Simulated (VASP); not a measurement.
# GeSe in VASP: notebook, part 2 of 3

VASP 6.6.1.

### 3 Work function, PBEsol

This run uses another cell than the first one, of 28.65 Å³/atom, 0.569 times its volume.

File INCAR:

```
SYSTEM = GeSe
ALGO = Normal
DIPOL = 0.5 0.5 0.500
EDIFF = 1E-6
ENCUT = 520
GGA = PS
IDIPOL = 3
ISIF = 2
ISMEAR = 0
KPAR = 4
LASPH = .TRUE.
LCHARG = .TRUE.
LDIPOL = .TRUE.
LREAL = .FALSE.
LVACPOTAV = .TRUE.
LVHAR = .TRUE.
LWAVE = .FALSE.
NELM = 100
PREC = Accurate
SIGMA = 0.05
```

File KPOINTS:

```
k-points
0
G
  6 2 1
  0 0 0
```

File POSCAR:

```
GeSe
1.0
    4.3800000000      0.0000000000      0.0000000000
    0.0000000000     10.7900000000      0.0000000000
    0.0000000000      0.0000000000     14.5499999994
Ge Se
12 12
Direct
    0.8940000000      0.1210000000      0.1718213058
    0.6060000000      0.6210000000      0.1718213058
    0.8940000000      0.1210000000      0.4343642612
    0.6060000000      0.6210000000      0.4343642612
    0.3940000000      0.3790000000      0.3030927835
    0.1060000000      0.8790000000      0.3030927835
    0.8940000000      0.1210000000      0.6969072165
    0.6060000000      0.6210000000      0.6969072165
    0.3940000000      0.3790000000      0.5656357388
    0.1060000000      0.8790000000      0.5656357388
    0.3940000000      0.3790000000      0.8281786942
    0.1060000000      0.8790000000      0.8281786942
    0.4970000000      0.8520000000      0.1718213058
    0.0030000000      0.3520000000      0.1718213058
    0.4970000000      0.8520000000      0.4343642612
    0.0030000000      0.3520000000      0.4343642612
    0.9970000000      0.6480000000      0.3030927835
    0.5030000000      0.1480000000      0.3030927835
    0.4970000000      0.8520000000      0.6969072165
    0.0030000000      0.3520000000      0.6969072165
    0.9970000000      0.6480000000      0.5656357388
    0.5030000000      0.1480000000      0.5656357388
    0.9970000000      0.6480000000      0.8281786942
    0.5030000000      0.1480000000      0.8281786942
```

Potentials or basis: VASP PAW PBE potentials, release 64 (Ge_d, Se).

Started as:

```bash
> cat potpaw_PBE.64/Ge_d/POTCAR potpaw_PBE.64/Se/POTCAR > POTCAR
> mpirun -np 8 vasp_std > vasp.out
```

OUTCAR:

```text
SYSTEM = GeSe
   EDIFF = 1E-6
   ENCUT = 520
   GGA = PS
   ISIF = 2
   ISMEAR = 0
   LASPH = .TRUE.
   LREAL = .FALSE.
   NELM = 100
   PREC = Accurate

 ion  position               nearest neighbor table
   1  0.894  0.121  0.172-  14 2.54  18 2.58
   2  0.606  0.621  0.172-  13 2.54  17 2.58
   3  0.894  0.121  0.434-  16 2.54  22 2.58  18 2.58
   4  0.606  0.621  0.434-  15 2.54  21 2.58  17 2.58
   5  0.394  0.379  0.303-  18 2.54  14 2.58  16 2.58
   6  0.106  0.879  0.303-  17 2.54  13 2.58  15 2.58
   7  0.894  0.121  0.697-  20 2.54  24 2.58  22 2.58
   8  0.606  0.621  0.697-  19 2.54  23 2.58  21 2.58
   9  0.394  0.379  0.566-  22 2.54  16 2.58  20 2.58
  10  0.106  0.879  0.566-  21 2.54  15 2.58  19 2.58
  11  0.394  0.379  0.828-  24 2.54  20 2.58
  12  0.106  0.879  0.828-  23 2.54  19 2.58
  13  0.497  0.852  0.172-   2 2.54   6 2.58
  14  0.003  0.352  0.172-   1 2.54   5 2.58
  15  0.497  0.852  0.434-   4 2.54  10 2.58   6 2.58
  16  0.003  0.352  0.434-   3 2.54   9 2.58   5 2.58
  17  0.997  0.648  0.303-   6 2.54   2 2.58   4 2.58
  18  0.503  0.148  0.303-   5 2.54   1 2.58   3 2.58
  19  0.497  0.852  0.697-   8 2.54  12 2.58  10 2.58
[... 233 lines left out ...]
      1     -22.5139      2.00000
      2     -22.5139      2.00000
      3     -22.5138      2.00000
      4     -22.5138      2.00000
      5     -22.4972      2.00000
      6     -22.4972      2.00000
[... 1069 lines left out ...]
    131       5.1381      0.00000
    132       5.1381      0.00000
 [bands above 132 left out]

------------------------ aborting loop because EDIFF is reached ----------------------------------------

  FORCE on cell =-STRESS in cart. coord.  units (eV):
  Direction    XX          YY          ZZ          XY          YZ          ZX
  --------------------------------------------------------------------------------------
  -------------------------------------------------------------------------------------
  Total       -9.1285600     -8.8650449     -5.6126918      0.0000000     -3.1887573      0.0000000
  in kB      -21.2693545    -20.6553698    -13.0774549      0.0000000     -7.4297381      0.0000000
  external PRESSURE =     -18.3340597 kB  Pullay stress =       0.0000000 kB

 VOLUME and BASIS-vectors are now :
 -----------------------------------------------------------------------------
  energy-cutoff  :      520.00
  volume of cell :      687.64
      direct lattice vectors                 reciprocal lattice vectors
     4.380000000  0.000000000  0.000000000     0.228310502  0.000000000  0.000000000
     0.000000000 10.790000000  0.000000000     0.000000000  0.092678406  0.000000000
     0.000000000  0.000000000 14.549999999     0.000000000  0.000000000  0.068728522

 POSITION                                       TOTAL-FORCE (eV/Angst)
 -----------------------------------------------------------------------------------
      3.91572      1.30559      2.50000         0.109056      0.667511      0.645298
      2.65428      6.70059      2.50000        -0.109056      0.667511      0.645298
      3.91572      1.30559      6.32000        -0.000891     -0.076683      0.086613
      2.65428      6.70059      6.32000         0.000891     -0.076683      0.086613
      1.72572      4.08941      4.41000        -0.141354      0.192505     -0.671522
      0.46428      9.48441      4.41000         0.141354      0.192505     -0.671522
[... 16 lines left out ...]
      4.36686      6.99192     12.05000        -0.106627      0.403702     -0.064289
      2.20314      1.59692     12.05000         0.106627      0.403702     -0.064289
 -----------------------------------------------------------------------------------
    total drift:                                0.000000     -0.000000      0.000000

  FREE ENERGIE OF THE ION-ELECTRON SYSTEM (eV)
  ---------------------------------------------------
  free  energy   TOTEN  =      -106.7115718474 eV

  energy  without entropy=     -106.7115718474  energy(sigma->0) =     -106.71157185
```

OSZICAR:

```text
N       E                     dE             d eps       ncg     rms          rms(c)
DAV:   1     0.368491309333E+04    0.36849E+04   -0.96797E+04  3160   0.323E+03
DAV:   2     0.767825101020E+03   -0.29171E+04   -0.27780E+04  2304   0.106E+03
DAV:   3     0.217087110793E+01   -0.76565E+03   -0.72809E+03  2536   0.266E+02
DAV:   4    -0.103151602772E+03   -0.10532E+03   -0.10106E+03  2736   0.103E+02
DAV:   5    -0.108792390617E+03   -0.56408E+01   -0.55619E+01  2632   0.249E+01    0.120E+01
DAV:   6    -0.106832289673E+03    0.19601E+01   -0.50580E+00  2984   0.912E+00    0.707E+00
DAV:   7    -0.106753434810E+03    0.78855E-01   -0.25946E+00  2776   0.485E+00    0.201E+00
DAV:   8    -0.106712404629E+03    0.41030E-01   -0.52366E-01  2896   0.527E+00    0.778E-01
DAV:   9    -0.106708327399E+03    0.40772E-02   -0.95674E-02  2848   0.137E+00    0.282E-01
DAV:  10    -0.106709867458E+03   -0.15401E-02   -0.88865E-03  2976   0.412E-01    0.162E-01
DAV:  11    -0.106711305561E+03   -0.14381E-02   -0.27723E-03  2920   0.136E-01    0.642E-02
DAV:  12    -0.106711326958E+03   -0.21397E-04   -0.48644E-04  2752   0.854E-02    0.285E-02
DAV:  13    -0.106711516375E+03   -0.18942E-03   -0.20352E-04  2488   0.349E-02    0.130E-02
DAV:  14    -0.106711546383E+03   -0.30008E-04   -0.29731E-05  2304   0.162E-02    0.643E-03
DAV:  15    -0.106711569279E+03   -0.22897E-04   -0.23425E-05  1944   0.985E-03    0.345E-03
DAV:  16    -0.106711571442E+03   -0.21629E-05   -0.28187E-06  1904   0.473E-03    0.130E-03
DAV:  17    -0.106711571847E+03   -0.40521E-06   -0.56739E-07  1616   0.254E-03
   1 F= -.10671157E+03 E0= -.10671157E+03  d E =-.627865E-15
```

stdout:

```text
POSCAR found type information on POSCAR GeSe
 POSCAR found :  2 types and      24 ions
 scaLAPACK will be used
 -----------------------------------------------------------------------------
|                                                                             |
[... 100 lines left out ...]
|           W    W  A    A  R    R  N    N  II  N    N   GGGG   !!!           |
|                                                                             |
|     Did not find any points to average over, which means that no vacuum     |
|     field-free region was found. Please increase the size of  your cell     |
|     in the dimension of the dipole correction to obtain accurate            |
|     workfunction values.                                                    |
|
```

It took 2.5 min on 8 MPI ranks of Intel Xeon 6975P-C (Granite Rapids), shared host; peak memory 0.6 GiB.

Results:

- Free energy: -106.7116 eV
- Largest force: 0.935 eV/Å
- Band gap on the k mesh: 0.65 eV, direct

Forces in eV/Å, atoms in the order of the input:
```
Ge   0.109  0.668  0.645
Ge  -0.109  0.668  0.645
Ge  -0.001 -0.077  0.087
Ge   0.001 -0.077  0.087
Ge  -0.141  0.193 -0.672
Ge   0.141  0.193 -0.672
Ge  -0.141 -0.193  0.672
Ge   0.141 -0.193  0.672
Ge  -0.001  0.077 -0.087
Ge   0.001  0.077 -0.087
Ge   0.109 -0.668 -0.645
Ge  -0.109 -0.668 -0.645
Se  -0.107 -0.404  0.064
Se   0.107 -0.404  0.064
Se   0.017  0.123 -0.021
Se  -0.017  0.123 -0.021
Se  -0.040 -0.357 -0.243
Se   0.040 -0.357 -0.243
Se  -0.040  0.357  0.243
Se   0.040  0.357  0.243
Se   0.017 -0.123  0.021
Se  -0.017 -0.123  0.021
Se  -0.107  0.404 -0.064
Se   0.107  0.404 -0.064
```

Caveat: the PAW data sets were made with another functional, which shifts forces and pressure a little.

(Part 2 of 3 ends here.)
